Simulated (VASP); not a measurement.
# KCl (Fm-3m) in VASP: further runs, part 2 of 3

VASP 6.6.1.

## Step 3: Single point, r2SCAN (28.35 Å³/atom)

This run uses another cell than the first one, of 28.35 Å³/atom.

The input, POSCAR:

```
KCl
1.0
    0.0000000000      3.0490933873      3.0490933873
    3.0490933873      0.0000000000      3.0490933873
    3.0490933873      3.0490933873      0.0000000000
K Cl
1 1
Direct
    0.0000000000      0.0000000000      0.0000000000
    0.5000000000      0.5000000000      0.5000000000
```

The input, INCAR.step1:

```
PREC = Accurate
ENCUT = 520
ISMEAR = 0
SIGMA = 0.02
LREAL = F
LASPH = T
NELM = 80
NBANDS = 15
GGA = PE
ALGO = Normal
EDIFF = 1E-4
LWAVE = T
LCHARG = F
```

The input, INCAR.step2:

```
PREC = Accurate
ENCUT = 520
EDIFF = 1E-7
ISMEAR = 0
SIGMA = 0.02
LREAL = F
LASPH = T
NELM = 80
ALGO = Normal
ISIF = 2
LWAVE = F
LCHARG = F
METAGGA = R2SCAN
LMIXTAU = T
NBANDS = 15
ISTART = 1
```

The input, KPOINTS:

```
regular mesh
0
Gamma
  6 6 6
```

Potentials or basis: VASP PAW PBE potentials, release 64 (K_sv, Cl).

Run with:

```sh
> cat potpaw_PBE.64/K_sv/POTCAR potpaw_PBE.64/Cl/POTCAR > POTCAR
> cp INCAR.step1 INCAR
> mpirun -np 1 vasp_std > vasp.out
> cp INCAR.step2 INCAR
> mpirun -np 1 vasp_std > vasp.out
```

OUTCAR:

```text
PREC = Accurate
   ENCUT = 520
   EDIFF = 1E-7
   ISMEAR = 0
   LREAL = F
   LASPH = T
   NELM = 80
   ISIF = 2
   METAGGA = R2SCAN
   ISTART = 1

 ion  position               nearest neighbor table
   1  0.000  0.000  0.000-   2 3.05   2 3.05   2 3.05   2 3.05   2 3.05   2 3.05
   2  0.500  0.500  0.500-   1 3.05   1 3.05   1 3.05   1 3.05   1 3.05   1 3.05

  LATTYP: Found a face centered cubic cell.
 ALAT       =     6.0981867746

  Lattice vectors:

 A1 = (   0.0000000000,   3.0490933873,   3.0490933873)
 A2 = (   3.0490933873,   0.0000000000,   3.0490933873)
 A3 = (   3.0490933873,   3.0490933873,   0.0000000000)

Analysis of symmetry for initial positions (statically):
=====================================================================
 Subroutine PRICEL returns:
 Original cell was already a primitive cell.

 Routine SETGRP: Setting up the symmetry group for a
 face centered cubic supercell.

 Subroutine GETGRP returns: Found 48 space group operations
 (whereof 48 operations were pure point group operations)
 out of a pool of 48 trial point group operations.

The static configuration has the point symmetry O_h .

Analysis of symmetry for dynamics (positions and initial velocities):
=====================================================================
 Subroutine PRICEL returns:
 Original cell was already a primitive cell.

 Routine SETGRP: Setting up the symmetry group for a
 face centered cubic supercell.

 Subroutine GETGRP returns: Found 48 space group operations
 (whereof 48 operations were pure point group operations)
 out of a pool of 48 trial point group operations.

The dynamic configuration has the point symmetry O_h .

 Subroutine INISYM returns: Found 48 space group operations
 (whereof 48 operations are pure point group operations),
 and found     1 'primitive' translations

----------------------------------------------------------------------------------------

                                     Primitive cell

  volume of cell :      56.6947

  direct lattice vectors                    reciprocal lattice vectors
     0.000000000  3.049093387  3.049093387    -0.163983170  0.163983170  0.163983170
     3.049093387  0.000000000  3.049093387     0.163983170 -0.163983170  0.163983170
     3.049093387  3.049093387  0.000000000     0.163983170  0.163983170 -0.163983170

  length of vectors
     4.312069221  4.312069221  4.312069221     0.284027182  0.284027182  0.284027182

  position of ions in fractional coordinates (direct lattice)
     0.000000000  0.000000000  0.000000000
     0.500000000  0.500000000  0.500000000

  ion indices of the primitive-cell ions
   primitive index   ion index
                 1           1
                 2           2

----------------------------------------------------------------------------------------

 KPOINTS: regular mesh

Automatic generation of k-mesh.
 Grid dimensions read from file:
 generate k-points for:    6    6    6

 Generating k-lattice:

  Cartesian coordinates                     Fractional coordinates (reciprocal lattice)
[... 31 lines left out ...]
 -0.333333  0.333333  0.166667     24.000000
 -0.333333  0.500000  0.166667     12.000000
   k-points           NKPTS =     16   k-points in BZ     NKDIM =     16   number of bands    NBANDS=     15
   number of dos      NEDOS =    301   number of ions     NIONS =      2
   total plane-waves  NPLWV =  32768
   dimension x,y,z NGX =    32 NGY =   32 NGZ =   32
   dimension x,y,z NGXF=    64 NGYF=   64 NGZF=   64
   ions per type =               1   1
   NGX,Y,Z   is equivalent  to a cutoff of  12.34, 12.34, 12.34 a.u.
   NGXF,Y,Z  is equivalent  to a cutoff of  24.67, 24.67, 24.67 a.u.
 SYSTEM =  unknown system
   PREC   = accura    normal or accurate (medium, high low for compatibility)
   ISTART =      1    job   : 0-new  1-cont  2-samecut
   ICHARG =      0    charge: 1-file 2-atom 10-const
   ISPIN  =      1    spin polarized calculation?
   LNONCOLLINEAR =      F non collinear calculations
   LSORBIT =      F    spin-orbit coupling
   LASPH  =      T    aspherical Exc in radial PAW
   ENCUT  =  520.0 eV  38.22 Ry    6.18 a.u.   8.02  8.02  8.02*2*pi/ulx,y,z
   NELM   =     80;   NELMIN=  2; NELMDL=  0     # of ELM steps
   EDIFF  = 0.1E-06   stopping-criterion for ELM
   LREAL  =      F    real-space projection
   EDIFFG = 0.1E-05   stopping-criterion for IOM
   NSW    =      0    number of steps for IOM
   IBRION =     -1    ionic relax: 0-MD 1-quasi-New 2-CG
   NFREE  =      0    steps in history (QN), initial steepest desc. (CG)
   ISIF   =      2    stress and relaxation
   ISYM   =      2    0-nonsym 1-usesym 2-fastsym
   POTIM  = 0.5000    time-step for ionic-motion
   TEBEG  =    0.0;   TEEND  =   0.0 temperature during run
   PSTRESS=    0.0 pullay stress
   NELECT =      16.0000    total number of electrons
   NUPDOWN=      -1.0000    fix difference up-down
   EMIN   =  10.00;   EMAX   =-10.00  energy-range for DOS
   EFERMI =   0.00;   METHOD = LEGACY
   ISMEAR =     0;   SIGMA  =   0.02  broadening in eV -4-tet -1-fermi 0-gaus
   EFERMI_NEDOS =   21; number of points for ismear=-14 and -15
   IALGO  =     38    algorithm
   IMIX   =      4    mixing-type and parameters
     AMIX     =   0.40;   BMIX     =  1.00
     AMIX_MAG =   1.60;   BMIX_MAG =  1.00
  volume/ion in A,a.u.               =      28.35       191.30
  Fermi-wavevector in a.u.,A,eV,Ry     =   1.073826  2.029238 15.688922  1.153103
  Thomas-Fermi vector in A             =   2.209637
   LORBIT       =      0    0 simple, 1 ext, 2 COOP (PROOUT), +10 PAW based schemes
   METAGGA = R2SCAN    functional components
   LHFCALC =     F    Hartree Fock is set to
   AEXX    =    0.0000 exact exchange contribution
   IVDW    =     0    specifies the selected vdW correction
   LEPSILON=     F    determine dielectric tensor
   LRPA    =     F    only Hartree local field effects (RPA)
 non-spin polarized calculation
 Gauss-broadening in eV      SIGMA  =   0.02
  energy-cutoff  :      520.00
  volume of cell :       56.69
 maximum number of plane-waves:      1544
   NGX = 17   NGY = 17   NGZ = 17

 number of electron      16.0000001 magnetization

 Free energy of the ion-electron system (eV)
  ---------------------------------------------------
  ext. energy  EPLUGINS =         0.00000000
  ---------------------------------------------------
  free energy    TOTEN  =       -16.46840145 eV

  energy without entropy =      -16.46840145  energy(sigma->0) =      -16.46840145

 E-fermi :  -1.7624     XC(G=0):  -8.3834

 val. band max:       -1.8610375089   @ k =   0.0000   0.0000   0.0000
 cond. band min:       4.3245013983   @ k =   0.0000   0.0000   0.0000
 fundamental gap:      6.1855389072
 Fermi energy:        -1.7624194070

 k-point     1 :       0.0000    0.0000    0.0000
  band No.  band energies     occupation
      1     -29.9122      2.00000
      2     -14.6492      2.00000
      3     -12.6055      2.00000
      4     -12.6054      2.00000
      5     -12.6054      2.00000
      6      -1.8610      2.00000
      7      -1.8610      2.00000
      8      -1.8610      2.00000
      9       4.3245      0.00000
     10       7.1939      0.00000
     11       7.1939      0.00000
     12       7.1939      0.00000
     13       8.2936      0.00000
     14       8.2936      0.00000
[... 257 lines left out ...]
      2     -14.6076      2.00000
      3     -12.7767      2.00000
      4     -12.7150      2.00000
      5     -12.5438      2.00000
      6      -2.4986      2.00000
      7      -2.3577      2.00000
      8      -2.2612      2.00000
      9       5.9219      0.00000
     10       7.9373      0.00000
     11       8.5742      0.00000
     12       9.6146      0.00000
     13      10.3119      0.00000
     14      11.0304      0.00000
     15      11.8105      0.00000

------------------------ aborting loop because EDIFF is reached ----------------------------------------

  FORCE on cell =-STRESS in cart. coord.  units (eV):
  Direction    XX          YY          ZZ          XY          YZ          ZX
  --------------------------------------------------------------------------------------
  -------------------------------------------------------------------------------------
  Total        0.8052906      0.8052906      0.8052906     -0.0000000     -0.0000000      0.0000000
  in kB       22.7573164     22.7573164     22.7573164     -0.0000000     -0.0000000      0.0000000
  external PRESSURE =      22.7573164 kB  Pullay stress =       0.0000000 kB

 VOLUME and BASIS-vectors are now :
 -----------------------------------------------------------------------------
  energy-cutoff  :      520.00
  volume of cell :       56.69
      direct lattice vectors                 reciprocal lattice vectors
     0.000000000  3.049093387  3.049093387    -0.163983170  0.163983170  0.163983170
     3.049093387  0.000000000  3.049093387     0.163983170 -0.163983170  0.163983170
     3.049093387  3.049093387  0.000000000     0.163983170  0.163983170 -0.163983170

 POSITION                                       TOTAL-FORCE (eV/Angst)
 -----------------------------------------------------------------------------------
      0.00000      0.00000      0.00000         0.000000      0.000000      0.000000
      3.04909      3.04909      3.04909         0.000000      0.000000      0.000000
 -----------------------------------------------------------------------------------
    total drift:                                0.000000     -0.000000     -0.000000

  FREE ENERGIE OF THE ION-ELECTRON SYSTEM (eV)
  ---------------------------------------------------
  free  energy   TOTEN  =       -16.4684014505 eV

  energy  without entropy=      -16.4684014505  energy(sigma->0) =      -16.46840145
```

OSZICAR.step1:

```text
N       E                     dE             d eps       ncg     rms          rms(c)
DAV:   1     0.105909775467E+03    0.10591E+03   -0.74606E+03   480   0.989E+02
DAV:   2    -0.538881420210E+00   -0.10645E+03   -0.98639E+02   628   0.244E+02
DAV:   3    -0.677730663640E+01   -0.62384E+01   -0.62096E+01   648   0.522E+01
DAV:   4    -0.700626767220E+01   -0.22896E+00   -0.22892E+00   701   0.926E+00
DAV:   5    -0.700777129013E+01   -0.15036E-02   -0.15036E-02   669   0.841E-01    0.388E+00
DAV:   6    -0.673774500246E+01    0.27003E+00   -0.38990E-01   585   0.333E+00    0.317E+00
DAV:   7    -0.672495910565E+01    0.12786E-01   -0.10088E-01   648   0.187E+00    0.175E+00
DAV:   8    -0.673606888908E+01   -0.11110E-01   -0.14610E-02   594   0.942E-01    0.185E-01
DAV:   9    -0.673662798685E+01   -0.55910E-03   -0.61300E-04   648   0.158E-01    0.921E-02
DAV:  10    -0.673717194832E+01   -0.54396E-03   -0.56454E-04   501   0.148E-01    0.191E-02
DAV:  11    -0.673717812411E+01   -0.61758E-05   -0.16623E-05   478   0.293E-02
   1 F= -.67371781E+01 E0= -.67371781E+01  d E =-.164258E-23
```

Wall time 96 s (1 thread of Intel Xeon 8259CL, shared host); peak memory 0.19 GiB.

Results:

- Free energy: -16.4684 eV
- Pressure: 2.3 GPa
- Band gap on the k mesh: 6.19 eV

Caveat: the PAW data sets were made with another functional, which shifts forces and pressure a little. r2SCAN opens gaps a little over a GGA but as a rule still falls short of measured ones.

(Continued in part 3 of 3.)
